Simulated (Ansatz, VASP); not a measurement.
# BeS in VASP and in Ansatz

File POSCAR:

```
BeS
1.0
    0.0000000000      2.4343062304      2.4343062304
    2.4343062304      0.0000000000      2.4343062304
    2.4343062304      2.4343062304      0.0000000000
Be S
1 1
Direct
    0.0000000000      0.0000000000      0.0000000000
    0.2500000000      0.2500000000      0.2500000000
```

Contents of INCAR.step1:

```
PREC = Accurate
ENCUT = 520
EDIFF = 1E-5
ISMEAR = 0
SIGMA = 0.01
LREAL = False
LASPH = True
NELM = 100
ALGO = Normal
ISIF = 2
LWAVE = True
LCHARG = False
GGA = PE
NBANDS = 11
```

The input INCAR.step2:

```
PREC = Accurate
ENCUT = 520
EDIFF = 1E-6
ISMEAR = 0
SIGMA = 0.01
LREAL = False
LASPH = True
NELM = 100
ALGO = Normal
ISIF = 2
LWAVE = False
LCHARG = False
GGA = PE
LHFCALC = True
HFSCREEN = 0.2079
PRECFOCK = Normal
ISTART = 1
NBANDS = 11
```

Contents of KPOINTS:

```
Automatic mesh
0
Gamma
  6 6 6
```

Input for Ansatz:

```yaml
crystal:
  lattice:
    - [0.0, 2.4343062304, 2.4343062304]
    - [2.4343062304, 0.0, 2.4343062304]
    - [2.4343062304, 2.4343062304, 0.0]
  atoms:
    - { symbol: Be, position: [0.0, 0.0, 0.0] }
    - { symbol: S, position: [0.25, 0.25, 0.25] }
kpoints:
  mp_grid: { grid: [6, 6, 6] }
  band_path:
    path:
      - [0.0, 0.0, 0.0]
      - [-0.5, -0.5, 0.0]
      - [-0.375, -0.375, 0.25]
      - [-0.375, 0.0, 0.375]
      - [0.0, 0.0, 0.5]
      - [-0.5, -0.25, 0.25]
      - [0.0, 0.5, 0.5]
      - [-0.0375, 0.0, 0.0375]
    npoints: 1
hamiltonian:
  xc: hse06
scf:
  occupations: { method: fixed }
  n_extra_bands: 4
output:
  forces: true
  stress: true
  eigenvalues: true
```

Alike in both runs: task single point; functional HSE06; k mesh 6 × 6 × 6; no spin polarisation.

```csv
,VASP,Ansatz
version,VASP 6.6.1,Ansatz 0.2.0
potentials or method,"VASP PAW PBE potentials, release 64 (Be, S)","plane waves, PAW"
plane-wave cutoff (eV),520,420
occupations,"gaussian, width 0.01 eV",fixed
valence electrons in the cell,8,8
```

|  | VASP | Ansatz | Ansatz less VASP |
| --- | --- | --- | --- |
| gap on the k mesh at the Fermi level (eV) | 4.08 | 4.09 | +0.009 |
| pressure (GPa) | -1.1 | -0.9 | +0.14 |

Ansatz warned: «stress_exchange_threshold_loose».

Caveats: the PAW data sets were made with another functional, which shifts forces and pressure a little (VASP). A k mesh can miss the band edges.
